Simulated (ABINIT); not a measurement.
MgB2:

```
Mg B
1.0
     3.08500    0.00000    0.00000
    -1.54250    2.67169    0.00000
     0.00000    0.00000    3.52300
Mg B
1 2
Direct
  0.00000 0.00000 0.00000
  0.66667 0.33333 0.50000
  0.33333 0.66667 0.50000
```

Base run:

```yaml
Program: ABINIT 10.8.3 (patched build)
Functional: AM05
Potentials_or_basis: JTH PAW PBE v2.0
Cutoff: 517 eV
k_mesh: 10 × 10 × 8
Occupations: fermi-dirac, width 0.05 eV
Spin: no spin polarisation
```

Its results: band gap on the k mesh none (metal or under the smearing width); pressure -3.3 GPa.

The run is repeated on the same cell with these changes: functional from AM05 to PW91. What comes out?

Band gap on the k mesh none (metal or under the smearing width); pressure -1.4 GPa.

PW91 binds less tightly than AM05, so the same cell stands under more pressure.

Caveats: the PAW data sets were made with another functional, which shifts forces and pressure a little; the atomic spheres overlap.
